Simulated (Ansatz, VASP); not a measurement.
## Two plane-wave programs on SnTe

```
Sn Te
1.0
     0.00000    3.14527    3.14527
     3.14527    0.00000    3.14527
     3.14527    3.14527    0.00000
Sn Te
1 1
Direct
  0.50000 0.50000 0.50000
  0.00000 0.00000 0.00000
```

Alike in both runs: task single point; functional PBE; k mesh 10 × 10 × 10; occupations gaussian, width 0.05 eV; no spin polarisation.

```csv
,VASP,Ansatz
version,VASP 6.6.1,Ansatz 0.2.0
potentials or method,"VASP PAW PBE potentials, release 64 (Sn_d, Te)","scalar-relativistic, plane waves, PAW"
plane-wave cutoff (eV),520,420
valence electrons in the cell,20,30
```

|  | VASP | Ansatz | Ansatz less VASP |
| --- | --- | --- | --- |
| gap on the k mesh at the Fermi level (eV) | 0.11 | 0.11 | 0.000 |
| least direct gap on the mesh (eV) | 0.11 | 0.11 | 0.000 |
| pressure (GPa) | 2.5 | 2.6 | +0.07 |

The two sets of potentials don't hold the same shells in valence.

Caveats: spin-orbit coupling is left out, which moves the levels of the heavy elements.
